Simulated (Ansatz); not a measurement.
Ga (beta-Ga): energy against volume

Theory: DFT, PBE, plane waves (420 eV) with PAW, scalar-relativistic (Ansatz 0.2.0).

The cell is scaled uniformly from the relaxed one, with fractional coordinates and shape fixed. Energies are extrapolated to zero smearing, pressures are those at the given smearing. Because the bonds are stretched with the cell, B₀ of this curve lies above the true bulk modulus of such a structure. Magnetic state: spin not included.

A Birch-Murnaghan fit gives V₀ = 19.15 Å³/atom, B₀ = 49 GPa, B₀′ = 5.4.

(1) What are the energy above the minimum and the pressure at 16.901 Å³/atom?

(2) What are the energy above the minimum and the pressure at 17.669 Å³/atom?

(3) What are the energy above the minimum and the pressure at 21.510 Å³/atom?

Answers

(1) 52.6 meV/atom and 8.53 GPa as computed.

(2) 20.8 meV/atom and 4.94 GPa as computed.

(3) 34.8 meV/atom and -4.10 GPa as computed.
